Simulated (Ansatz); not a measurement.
# The I–V curve of a RuAl/GaN/RuAl junction, part 3 of 4

What current flows through RuAl/GaN/RuAl, and is the curve linear and symmetric? Both electrodes are RuAl B2(001); the barrier is GaN rock salt(001) (non-polar). In the first transport cell, after relaxation, the nearest pair of electrode and barrier is Al–N at 2.98 Å, at a slant, at the lower face and Al–N at 2.98 Å, at a slant, at the upper one. All share a net of side 3.019 Å, which strains the lower electrode by +0.6 % and the barrier by +0.0 %, against typed lattice constants near PBE's. The first steps treat the bulk electrodes alone.

Ansatz 0.2.0; PBE DFT, plane waves, PAW files (the session's first sound run).

So far. Step 3 (Relaxation): The largest force component on a free atom ends at 0.0027 eV/Å. The work functions of the outer faces are 4.29 and 4.29 eV.

The structure was built from a prototype and need not be the compound's stable phase.

### Step 4. Current against voltage

This step: PBE DFT, plane waves, PAW files; current against voltage, self-consistent between two reservoirs (Ansatz 0.2.0).

System of this step: RuAl/GaN/RuAl. The cell holds 36 atoms: 16 Al, 14 Ru, 3 N and 3 Ga. Its edges and angles: a = 3.019 Å, b = 3.019 Å, c = 64.973 Å, α = 90.0°, β = 90.0°, γ = 90.0°. Regions: left electrode, 15 atoms (8 Al and 7 Ru); barrier, 6 atoms (3 N and 3 Ga); right electrode, 15 atoms (8 Al and 7 Ru). Vacuum lies along c.

Under bias the potential drop changes the barrier, so density and potential are solved anew at each voltage between two reservoirs. The leads must hold the reservoirs as well as the screening charge.

input.yaml reads:

```yaml
crystal:
  lattice:
    - [3.019, 0.0, 0.0]
    - [0.0, 3.019, 0.0]
    - [0.0, 0.0, 64.973195917]
  atoms:
    - { symbol: Al, position: [0.5, 0.5, 0.1077367351] }
    - { symbol: Ru, position: [0.0, 0.0, 0.1307521823] }
    - { symbol: Al, position: [0.5, 0.5, 0.1537676295] }
    - { symbol: Ru, position: [0.0, 0.0, 0.1767830766] }
    - { symbol: Al, position: [0.5, 0.5, 0.1997985238] }
    - { symbol: Ru, position: [0.0, 0.0, 0.222813971] }
    - { symbol: Al, position: [0.5, 0.5, 0.2458294181] }
    - { symbol: Ru, position: [0.0, 0.0, 0.2688448653] }
    - { symbol: Al, position: [0.5, 0.5, 0.2918603125] }
    - { symbol: Ru, position: [0.0, 0.0, 0.3148757596] }
    - { symbol: Al, position: [0.5, 0.5, 0.3378912068] }
    - { symbol: Ru, position: [0.0, 0.0, 0.360906654] }
    - { symbol: Al, position: [0.5, 0.5, 0.3839221011] }
    - { symbol: Ru, position: [0.0, 0.0, 0.4069375483] }
    - { symbol: Al, position: [0.5, 0.5, 0.4275775613] }
    - { symbol: "N", position: [0.0, 0.5, 0.4670621091] }
    - { symbol: Ga, position: [0.5, 0.0, 0.4676292719] }
    - { symbol: "N", position: [0.5, 0.0, 0.4999240213] }
    - { symbol: Ga, position: [0.0, 0.5, 0.5000759933] }
    - { symbol: "N", position: [0.0, 0.5, 0.5329379086] }
    - { symbol: Ga, position: [0.5, 0.0, 0.5323707446] }
    - { symbol: Al, position: [0.5, 0.5, 0.572422437] }
    - { symbol: Ru, position: [0.0, 0.0, 0.5930624517] }
    - { symbol: Al, position: [0.5, 0.5, 0.6160778989] }
    - { symbol: Ru, position: [0.0, 0.0, 0.639093346] }
    - { symbol: Al, position: [0.5, 0.5, 0.6621087932] }
    - { symbol: Ru, position: [0.0, 0.0, 0.6851242404] }
    - { symbol: Al, position: [0.5, 0.5, 0.7081396875] }
    - { symbol: Ru, position: [0.0, 0.0, 0.7311551347] }
    - { symbol: Al, position: [0.5, 0.5, 0.7541705819] }
    - { symbol: Ru, position: [0.0, 0.0, 0.777186029] }
    - { symbol: Al, position: [0.5, 0.5, 0.8002014762] }
    - { symbol: Ru, position: [0.0, 0.0, 0.8232169234] }
    - { symbol: Al, position: [0.5, 0.5, 0.8462323705] }
    - { symbol: Ru, position: [0.0, 0.0, 0.8692478177] }
    - { symbol: Al, position: [0.5, 0.5, 0.8922632649] }
kpoints:
  mp_grid: { grid: [10, 10, 1] }
scf:
  occupations: { method: fermi_dirac, width: 0.1 }
  max_iter: 150
hamiltonian:
  xc: pbe
output:
  current_voltage:
    bias: [0.5, 0.8, -0.5, -0.8]
    kmesh: [18, 18]
    leads: [[6, 8], [28, 30]]
    electrode_ends: [14, 21]
  write_potential: true
  write_density: true
  volumetric_format: npy
  elf: true
```

Started as:

```
> ansatz run input.yaml --threads 8 --pin off --max-ram 16384MiB --backend cpu --events-out ev --progress --plain --runs-dir out
```

Numbers of over 12 decimals in the logs are rounded to 6 here.

What it wrote:

```text
[...]
Crystal: 36 atoms, lattice volume = 592.189 Å³
Basis set: ecut = 420 eV, 11393 PW (Γ)
Bands: 199, of which v1, the nominal top of the filled ones, is band 163 counted from 1 (162 counted from 0)
Symmetry: 4 space group operations
[...]
k-points: 36 of 100
[...]
SCF iter   1: F=—  HF=-103418.511312 eV  |F-HF|=—  |Δ(HF+E_count)|=         —  Δρ=9.33e-3  dr2=1.48e1  ethr=1.77e-3  ⟨swp⟩=7.7  Hψ=28735  notcnv=0  defer=234
[...]
SCF iter   9: F=-103418.389631 eV  HF=-103418.389631 eV  |F-HF|=6.87e-9  |Δ(HF+E_count)|=   4.43e-8  Δρ=1.22e-6  dr2=1.34e-8  ethr=3.07e-11  ⟨swp⟩=15.6  Hψ=25342  notcnv=0
SCF 1 converged in 9 iterations: F = -103418.389631 eV  dr2 = 1.34e-8
[...]
bias +0 V, iteration  1: dr2 7.88e-1 eV, mean Fermi level 11.3806 eV
bias +0 V, iteration  2: dr2 1.06e-2 eV, mean Fermi level 11.3777 eV
bias +0 V, iteration  3: dr2 1.19e-3 eV, mean Fermi level 11.3831 eV
bias +0 V, iteration  4: dr2 9.56e-5 eV, mean Fermi level 11.3832 eV
bias +0 V, iteration  5: dr2 5.30e-6 eV, mean Fermi level 11.3834 eV
bias +0 V, iteration  6: dr2 4.24e-7 eV, mean Fermi level 11.3834 eV
bias +0 V, iteration  7: dr2 6.30e-8 eV, mean Fermi level 11.3834 eV
bias +0.5 V, iteration  1: dr2 5.27e2 eV, mean Fermi level 11.4150 eV
bias +0.5 V, iteration  2: dr2 9.54e1 eV, mean Fermi level 11.3624 eV
bias +0.5 V, iteration  3: dr2 5.13e0 eV, mean Fermi level 11.4143 eV
bias +0.5 V, iteration  4: dr2 1.72e-2 eV, mean Fermi level 11.3872 eV
bias +0.5 V, iteration  5: dr2 4.18e-3 eV, mean Fermi level 11.3830 eV
bias +0.5 V, iteration  6: dr2 2.12e-3 eV, mean Fermi level 11.3824 eV
bias +0.5 V, iteration  7: dr2 3.65e-4 eV, mean Fermi level 11.3824 eV
bias +0.5 V, iteration  8: dr2 5.73e-5 eV, mean Fermi level 11.3828 eV
bias +0.5 V, iteration  9: dr2 6.85e-6 eV, mean Fermi level 11.3830 eV
bias +0.5 V, iteration 10: dr2 5.33e-7 eV, mean Fermi level 11.3832 eV
bias +0.5 V, iteration 11: dr2 5.68e-8 eV, mean Fermi level 11.3832 eV
bias +0.8 V, iteration  1: dr2 1.34e-2 eV, mean Fermi level 11.3833 eV
bias +0.8 V, iteration  2: dr2 2.31e-3 eV, mean Fermi level 11.3830 eV
bias +0.8 V, iteration  3: dr2 2.40e-4 eV, mean Fermi level 11.3833 eV
bias +0.8 V, iteration  4: dr2 3.54e-5 eV, mean Fermi level 11.3833 eV
bias +0.8 V, iteration  5: dr2 6.31e-6 eV, mean Fermi level 11.3833 eV
bias +0.8 V, iteration  6: dr2 1.53e-6 eV, mean Fermi level 11.3833 eV
bias +0.8 V, iteration  7: dr2 4.31e-7 eV, mean Fermi level 11.3833 eV
bias +0.8 V, iteration  8: dr2 1.01e-7 eV, mean Fermi level 11.3833 eV
bias +0.8 V, iteration  9: dr2 8.80e-9 eV, mean Fermi level 11.3833 eV
bias -0.5 V, iteration  1: dr2 8.42e-3 eV, mean Fermi level 11.3834 eV
bias -0.5 V, iteration  2: dr2 6.81e-4 eV, mean Fermi level 11.3833 eV
bias -0.5 V, iteration  3: dr2 6.42e-5 eV, mean Fermi level 11.3830 eV
bias -0.5 V, iteration  4: dr2 8.09e-6 eV, mean Fermi level 11.3831 eV
bias -0.5 V, iteration  5: dr2 5.17e-7 eV, mean Fermi level 11.3830 eV
bias -0.5 V, iteration  6: dr2 1.55e-7 eV, mean Fermi level 11.3830 eV
bias -0.5 V, iteration  7: dr2 2.10e-8 eV, mean Fermi level 11.3830 eV
bias -0.8 V, iteration  1: dr2 1.25e-2 eV, mean Fermi level 11.3831 eV
bias -0.8 V, iteration  2: dr2 8.23e-4 eV, mean Fermi level 11.3828 eV
bias -0.8 V, iteration  3: dr2 1.76e-4 eV, mean Fermi level 11.3830 eV
bias -0.8 V, iteration  4: dr2 2.42e-5 eV, mean Fermi level 11.3830 eV
bias -0.8 V, iteration  5: dr2 7.71e-6 eV, mean Fermi level 11.3829 eV
bias -0.8 V, iteration  6: dr2 1.17e-6 eV, mean Fermi level 11.3829 eV
bias -0.8 V, iteration  7: dr2 3.43e-7 eV, mean Fermi level 11.3829 eV
bias -0.8 V, iteration  8: dr2 5.19e-8 eV, mean Fermi level 11.3829 eV
transmission: 450 of 4500 steps passed
transmission: 900 of 4500 steps passed
[...]
transmission: 4500 of 4500 steps passed
WARN: The output density's exchange-correlation potential varies sharply where the density is thin. Do not read a vacuum level from v_tot or v_xc, or from such a field of the output density. On a cell that repeats whose density bears no net charge and no dipole along the vacuum's axis use v_es (v_loc + v_h of the components); under efield.dipole_correction with no amplitude use v_es + v_field, which holds any externa [...]
SCF converged after 9 iterations
Free energy (F): -103418.389631 eV
[...]
Internal energy: -103417.683841 eV  (E = F + TS)
E sigma→0 (E₀):  -103418.036736 eV
Entropy (-TS):   -0.705790 eV (-19.605 meV/atom)
Fermi energy:    11.368149 eV
[...]
--- Band table (eV; the first three rows and the last of 36) ---
  k-point 0: bands = [... 159 lower, 11.4408, 11.4796, 11.4807, 11.4942, 11.4943, 11.5492, 11.5492, 11.6139, ... 32 higher]
  k-point 1: bands = [... 159 lower, 11.3526, 11.3527, 11.4220, 11.4220, 11.4584, 11.4585, 11.4854, 11.4854, ... 32 higher]
  k-point 2: bands = [... 159 lower, 11.0104, 11.0104, 11.0453, 11.0454, 11.0948, 11.0948, 11.2787, 11.2788, ... 32 higher]
  k-point 35: bands = [... 159 lower, 12.7017, 12.7062, 12.7062, 12.7270, 12.7928, 12.7929, 12.8124, 12.8125, ... 32 higher]
--- Current–voltage curve ---
  leads      : [6, 8] from 7.00 to 26.44 and [28, 30] from 38.53 to 57.97 Å, reservoirs outside 19.37 and 45.60
  electrodes : end at 27.78 and 37.19 Å
  density    : 245 bands, filled at a thermal energy of 1.000e-1 eV; current at 300 K
  bias (V)   current (A)   every other point   every other energy   edges, levels   drop (V)   electrons moved   misfit (meV)   iterations
        +0      0.0000e0            0.0000e0             0.0000e0        0.0000e0     +0.000            0.00e0           95.8   7
      +0.5     2.9472e-6           2.7349e-6            2.9497e-6      1.3397e-11     +0.482           3.60e-3           97.0   11
[...]
-0.5    -3.0415e-6          -2.8442e-6           -3.0431e-6      1.3275e-11     -0.482          -3.63e-3           97.0   7
      -0.8    -3.9160e-6          -3.5143e-6           -3.9162e-6      3.1132e-11     -0.773          -5.79e-3           97.5   8
  At 0 V the conductance is 7.8153e-6 S, 8.5747e13 S/m².
```

Run time: 39 min. Hardware: 8 threads of Arm Neoverse V1, shared host; peak memory 9.2 GiB; 4.1 h of CPU time.

This step gave:

| Item | Value |
| --- | --- |
| free energy | -103418.3896 eV |
| Fermi energy | 11.37 eV |
| conductance at zero bias | 8.57e13 S/m² |

Checks by voltage:

| bias (V) | current density (ampere/m²) | current on every other mesh point (ampere) | drop across the junction (V) | electrons moved | electrons in bound states | misfit, lower lead (eV) | misfit, upper lead (eV) | iterations |
| --- | --- | --- | --- | --- | --- | --- | --- | --- |
| -0.8 | -4.30e13 | -3.51e-6 | -0.7734 | -0.005789 | 4.70e-4 | 0.0975 | 0.09626 | 8 |
| -0.5 | -3.34e13 | -2.84e-6 | -0.4816 | -0.003627 | 1.68e-4 | 0.09704 | 0.09678 | 7 |
| 0 | 0 | 0 | 0 | 0 | 0 | 0.09584 | 0.09579 | 7 |
| 0.5 | 3.23e13 | 2.73e-6 | 0.482 | 0.003604 | 1.67e-4 | 0.09678 | 0.09697 | 11 |
| 0.8 | 4.16e13 | 3.40e-6 | 0.7742 | 0.005729 | 5.16e-4 | 0.09641 | 0.09745 | 9 |

Cell area 9.114 Å^2. Table of current through one cell by bias:

```
bias (V)  current through one cell (μA)
  -0.800                          -3.92
  -0.500                          -3.04
   0.000                              0
   0.500                           2.95
   0.800                           3.79
```

Bias 0 V. The transmission and channels, zone mean by energy, zero at the mean Fermi level:

| energy (eV) | transmission | channels, left | channels, right |
| --- | --- | --- | --- |
| -0.259 | 0.141 | 1.84 | 1.84 |
| -0.233 | 0.141 | 1.76 | 1.76 |
| -0.207 | 0.136 | 1.74 | 1.74 |
| -0.181 | 0.124 | 1.71 | 1.71 |
| -0.155 | 0.121 | 1.61 | 1.61 |
| -0.129 | 0.121 | 1.63 | 1.63 |
| -0.103 | 0.120 | 1.56 | 1.56 |
| -0.078 | 0.119 | 1.49 | 1.49 |
| -0.052 | 0.106 | 1.47 | 1.47 |
| -0.026 | 0.102 | 1.44 | 1.44 |
| 0.000 | 0.0999 | 1.43 | 1.43 |
| 0.026 | 0.0989 | 1.44 | 1.44 |
| 0.052 | 0.0991 | 1.35 | 1.35 |
| 0.078 | 0.0835 | 1.31 | 1.31 |
| 0.103 | 0.0807 | 1.30 | 1.30 |
| 0.129 | 0.0873 | 1.21 | 1.21 |
| 0.155 | 0.0730 | 1.15 | 1.15 |
| 0.181 | 0.0699 | 1.08 | 1.08 |
| 0.207 | 0.0668 | 1.03 | 1.03 |
| 0.233 | 0.0638 | 1.02 | 1.02 |
| 0.259 | 0.0608 | 0.969 | 0.969 |

Bias 0.8 V. The transmission and channels, zone mean by energy, zero at the mean Fermi level:

```csv
energy (eV),transmission,"channels, left","channels, right"
-0.672,0.0351,1.82,1.81
-0.620,0.0434,2.12,1.76
-0.569,0.0537,2.17,1.70
-0.543,0.0553,2.02,1.61
-0.491,0.0617,2.03,1.55
-0.439,0.0683,2.33,1.45
-0.388,0.0713,2.40,1.43
-0.336,0.0745,2.29,1.35
-0.310,0.0754,2.29,1.31
-0.259,0.0740,2.23,1.21
-0.207,0.0697,2.07,1.07
-0.155,0.0691,2.12,1.02
-0.103,0.0674,2.12,0.932
-0.078,0.0666,2.12,0.895
-0.026,0.0650,2.01,0.793
0.000,0.0643,1.95,0.781
0.026,0.0636,1.90,0.713
0.078,0.0619,1.86,0.713
0.103,0.0605,1.81,0.688
0.155,0.0570,1.77,0.664
0.207,0.0528,1.71,0.651
0.259,0.0487,1.63,0.602
0.310,0.0449,1.50,0.602
0.336,0.0432,1.48,0.590
0.388,0.0374,1.44,0.552
0.439,0.0339,1.36,0.515
0.491,0.0309,1.29,0.515
0.543,0.0283,1.16,0.515
0.569,0.0271,1.09,0.515
0.620,0.0250,1.02,0.491
0.672,0.0236,0.944,0.491
```

Bias -0.8 V. The transmission and channels, zone mean by energy, zero at the mean Fermi level:

```csv
energy (eV),transmission,"channels, left","channels, right"
-0.672,0.0371,1.81,1.82
-0.620,0.0457,1.77,2.12
-0.543,0.0578,1.61,2.02
-0.491,0.0643,1.56,2.03
-0.414,0.0719,1.44,2.32
-0.362,0.0758,1.40,2.32
-0.310,0.0802,1.31,2.29
-0.284,0.0758,1.30,2.29
-0.233,0.0735,1.12,2.15
-0.155,0.0718,1.02,2.12
-0.103,0.0699,0.932,2.12
-0.026,0.0678,0.793,2.00
0.000,0.0669,0.781,1.95
0.026,0.0661,0.713,1.90
0.103,0.0622,0.688,1.81
0.155,0.0580,0.664,1.77
0.233,0.0514,0.627,1.61
0.284,0.0472,0.602,1.58
0.362,0.0396,0.552,1.44
0.414,0.0359,0.540,1.43
0.491,0.0312,0.515,1.29
0.543,0.0285,0.515,1.16
0.620,0.0251,0.491,1.02
0.672,0.0235,0.491,0.944
```

Hartree potential energy less that at 0 V, planar mean against z:

| z (Å) | 0.5 V (eV) | 0.8 V (eV) | -0.5 V (eV) | -0.8 V (eV) |
| --- | --- | --- | --- | --- |
| 0.0 | 5.4e-4 | 7.2e-4 | 9.0e-5 | 3.9e-4 |
| 2.5 | 0.123 | 0.197 | -0.123 | -0.196 |
| 5.0 | 0.235 | 0.376 | -0.236 | -0.377 |
| 7.5 | 0.249 | 0.399 | -0.251 | -0.399 |
| 10.0 | 0.249 | 0.398 | -0.251 | -0.400 |
| 12.5 | 0.248 | 0.397 | -0.250 | -0.399 |
| 15.0 | 0.246 | 0.394 | -0.246 | -0.394 |
| 17.5 | 0.242 | 0.389 | -0.241 | -0.387 |
| 20.0 | 0.243 | 0.390 | -0.241 | -0.387 |
| 22.5 | 0.241 | 0.388 | -0.241 | -0.388 |
| 25.0 | 0.241 | 0.388 | -0.239 | -0.388 |
| 27.5 | 0.221 | 0.357 | -0.219 | -0.355 |
| 30.0 | 0.136 | 0.218 | -0.131 | -0.216 |
| 32.5 | -1.8e-4 | -0.00510 | 0.00229 | -0.00112 |
| 35.0 | -0.134 | -0.222 | 0.136 | 0.218 |
| 37.5 | -0.220 | -0.356 | 0.220 | 0.356 |
| 40.0 | -0.240 | -0.388 | 0.240 | 0.387 |
| 42.5 | -0.241 | -0.388 | 0.241 | 0.387 |
| 45.0 | -0.241 | -0.387 | 0.243 | 0.388 |
| 47.5 | -0.241 | -0.387 | 0.242 | 0.389 |
| 50.0 | -0.246 | -0.394 | 0.246 | 0.394 |
| 52.5 | -0.250 | -0.399 | 0.247 | 0.396 |
| 55.0 | -0.250 | -0.400 | 0.248 | 0.398 |
| 57.5 | -0.250 | -0.399 | 0.249 | 0.399 |
| 60.0 | -0.235 | -0.375 | 0.234 | 0.374 |
| 62.5 | -0.121 | -0.194 | 0.122 | 0.195 |

Electrostatic potential energy in the ca plane at fractional y = 0.500, with atoms of Al and N and Ga within 0.2 Å of it. With pseudopotentials it is smooth inside the atoms' cores, unlike the true potential.

Values in eV, 5 rows by 16 columns, each cell a mean:
```
 10   9  13  10   9  12   8   9  10 -19   4 -11   1 -15   4  11
  0  -1  11   0  -1  10  -2  -1  12  11  11   3  10  11  12   1
  0   0  10   0   0   8   0  -2  11  12  12  11  12  12  12  -1
  2   1  12   2   1  11   0   1  12   5  10  -3   7   6  12   4
 12  11  13  12  11  12  11  12   8 -26   1 -11  -1 -21   0  12
```
Columns run along c (16.0 Å, from fractional 0.32 to 0.57 of the cell; values clipped at the 3rd and 97th percentile), rows up along a (3.0 Å). Atoms in or near the plane, at fractional coordinates: Al at (0.34, 0.50), Al at (0.38, 0.50), Al at (0.43, 0.50), N at (0.47, 0.00), Ga at (0.50, 0.00), N at (0.53, 0.00).

Valence density in the ca plane at fractional y = 0.500, with atoms of Al and N and Ga within 0.2 Å of it. It is the smooth field of the valence electrons, not physical close to the nuclei.

Values in e/Å³, 5 rows by 16 columns, each cell a mean:
```
 0  0  0  0  0  0  0  0  0  2  1  8  1  2  1  0
 0  0  0  0  0  0  0  0  0  0  0  0  0  0  0  0
 0  0  0  0  0  0  0  0  0  0  0  0  0  0  0  0
 0  0  0  0  0  0  0  0  0  1  0  1  0  1  0  0
 0  0  0  0  0  0  0  0  1  3  1 17  1  3  1  0
```
Columns run along c (16.0 Å, from fractional 0.32 to 0.57 of the cell), rows up along a (3.0 Å). Atoms in or near the plane, at fractional coordinates: Al at (0.34, 0.50), Al at (0.38, 0.50), Al at (0.43, 0.50), N at (0.47, 0.00), Ga at (0.50, 0.00), N at (0.53, 0.00).

ELF in the ca plane at fractional y = 0.500, with atoms of Al and N and Ga within 0.2 Å of it. It is the smooth field of the valence electrons, not physical close to the nuclei.

Values, 5 rows by 16 columns, each cell a mean:
```
0.47 0.39 0.67 0.56 0.11 0.20 0.67 0.69 0.25 0.59 0.44 0.44 0.44 0.40 0.42 0.43
0.19 0.25 0.47 0.24 0.15 0.14 0.38 0.39 0.23 0.17 0.42 0.39 0.15 0.44 0.38 0.15
0.14 0.19 0.17 0.08 0.11 0.08 0.13 0.16 0.20 0.10 0.33 0.29 0.06 0.41 0.28 0.07
0.30 0.29 0.64 0.36 0.16 0.17 0.54 0.54 0.25 0.33 0.46 0.44 0.26 0.44 0.43 0.26
0.47 0.41 0.54 0.59 0.11 0.19 0.62 0.67 0.24 0.59 0.42 0.42 0.44 0.38 0.40 0.43
```
Columns run along c (16.0 Å, from fractional 0.43 to 0.68 of the cell), rows up along a (3.0 Å). Atoms in or near the plane, at fractional coordinates: N at (0.47, 0.00), Ga at (0.50, 0.00), N at (0.53, 0.00), Al at (0.57, 0.50), Al at (0.62, 0.50), Al at (0.66, 0.50).

All 5 points reached self-consistency. On every other mesh point the currents change by up to 10 %. The leads' potential repeats within 98 meV, on the large side, so longer leads could move the currents.

[end of part 3 of 4]

[Logs are printed without paths, hosts, clocks, repeated set-up lines and the standing remarks that a program may print on its own settings, such as how far it seeks lower states.]

[Hosts, paths, dates, database ids (printed as entryN), source tags and the programs' standing remarks are cut or masked in the printed files.]
